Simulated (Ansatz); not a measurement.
## Al (dhcp): energy against volume

All numbers below come from Ansatz, DFT, PBE, plane waves (420 eV) with PAW, scalar-relativistic.

The cell is scaled uniformly from the relaxed one, with fractional coordinates and shape fixed. Energies are extrapolated to zero smearing, pressures are those at the given smearing. Magnetic state: spin not included.

A Birch-Murnaghan fit gives V₀ = 16.56 Å³/atom, B₀ = 77 GPa, B₀′ = 4.6.

(1) What are the energy above the minimum and the pressure at 14.574 Å³/atom?

(2) What are the energy above the minimum and the pressure at 15.899 Å³/atom?

(3) What are the energy above the minimum and the pressure at 17.224 Å³/atom?

Answers

(1) 72.5 meV/atom and 13.15 GPa as computed.

(2) 6.9 meV/atom and 3.50 GPa as computed.

(3) 5.9 meV/atom and -2.70 GPa as computed.
